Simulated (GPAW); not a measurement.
CdF2, 3 atoms in the cell. Symmetry: Fm-3m, No. 225, cubic system. The conventional cell has a = 5.388 Å, b = 5.388 Å, c = 5.388 Å, α = 90.00°, β = 90.00°, γ = 90.00°. Cd (site symmetry m-3m) has 8 F at 2.33 Å as nearest neighbours. F (site symmetry -43m) has 4 Cd at 2.33 Å as nearest neighbours. 

| Property | Result |
| --- | --- |
| Program | GPAW 26.7.0 |
| Task | equation of state |
| Functional | r2SCAN |
| Potentials or basis | GPAW PAW data sets (gpaw-data 1.2.1) |
| Cutoff | 800 eV |
| Basis | pw |
| k mesh | 9 × 9 × 9 |
| Occupations | fermi-dirac, width 0.05 eV |
| Spin | no spin polarisation |
| Maxiter | 150 |
| Eos scales | [0.94, 0.96, 0.98, 1.0, 1.02, 1.04, 1.06] |

Potentials or basis: GPAW PAW data sets (gpaw-data 1.2.1), pw.

Launch:

```bash
$ OMP_NUM_THREADS=1 python run.py
```

Hardware: 1 thread of Arm Neoverse V2 (shared host).

Question: Estimate the wall time of this run.

Answer: Wall time 10 min on 1 thread of Arm Neoverse V2 (shared host), peak memory 0.87 GiB. Counts: scf iterations 70, plane waves 1917, bands 24, k points 35.
